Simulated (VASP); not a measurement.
Write the native input for VASP 6.6.1 that does the following.

| Item | Value |
| --- | --- |
| Task | single point |
| Functional | r2SCAN |
| Potentials or basis | VASP PAW PBE potentials, release 64 (Ba_sv, Te) |
| Cutoff | 520 eV |
| k mesh | 3 × 5 × 5, shifted |
| Occupations | fermi-dirac, width 0.1 eV |
| Spin | no spin polarisation |
| Dipole correction | no |
| Further INCAR settings | ALGO = Normal; EDIFF = 1e-07; NBANDS = 24 |

BaTe:

```xyz
4
Lattice="-3.3255 6.6825 3.3789 3.3035 0.0027 3.3515 3.2818 3.3072 0.0245" Properties=species:S:1:pos:R:3 pbc="T T T"
Ba    3.2603    3.3045    0.0835
Ba    3.2325    6.6265    3.3454
Te    3.2634    3.2799    3.3625
Te    0.0093    6.7251    3.4777
```

The cell was built by a generator and needn't be a form met in nature.

One way to write it, as run:

POSCAR

```
BaTe
1.0
   -3.3254510300      6.6824725500      3.3789423400
    3.3034935500      0.0027482800      3.3514873200
    3.2817649400      3.3071542900      0.0244768900
Ba Te
2 2
Direct
    0.0058200000      0.0118250000      0.9874400000
    0.4978620000      0.4889510000      0.9972820000
    0.2477490000      0.7499350000      0.4905440000
    0.7585740000      0.2692220000      0.5004930000
```

INCAR.step1

```
SYSTEM = BaTe
PREC = Accurate
ENCUT = 520
ISMEAR = -1
SIGMA = 0.1
LREAL = .False.
LASPH = .True.
NELM = 100
NBANDS = 24
GGA = PE
ALGO = Normal
EDIFF = 1E-4
LWAVE = .True.
LCHARG = .False.
```

INCAR.step2

```
SYSTEM = BaTe
PREC = Accurate
ENCUT = 520
EDIFF = 1E-7
ISMEAR = -1
SIGMA = 0.1
LREAL = .False.
LASPH = .True.
NELM = 100
ALGO = Normal
ISIF = 2
LWAVE = .False.
LCHARG = .True.
METAGGA = R2SCAN
LMIXTAU = .True.
LELF = .True.
LVHAR = .True.
NBANDS = 24
ISTART = 1
```

KPOINTS

```
Automatic mesh
0
Gamma
  3 5 5
  0 0.5 0.5
```

Potentials or basis: VASP PAW PBE potentials, release 64 (Ba_sv, Te).

Run with:

```sh
$ cat potpaw_PBE.64/Ba_sv/POTCAR potpaw_PBE.64/Te/POTCAR > POTCAR
$ cp INCAR.step1 INCAR
$ mpirun -np 1 vasp_std > vasp.out
$ cp INCAR.step2 INCAR
$ mpirun -np 1 vasp_std > vasp.out
```

It gave:

| Item | Value |
| --- | --- |
| Pressure | 9.1 GPa |
| Largest force | 0.636 eV/Å |
| Band gap on the k mesh | 1.78 eV |

Caveat: the PAW data sets were made with another functional, which shifts forces and pressure a little; spin-orbit coupling is left out, which moves the levels of the heavy elements.

Run time: 7.8 min on 1 thread of Intel(R) Xeon(R) Platinum 8488C (Sapphire Rapids) (shared host), peak memory 0.36 GiB.
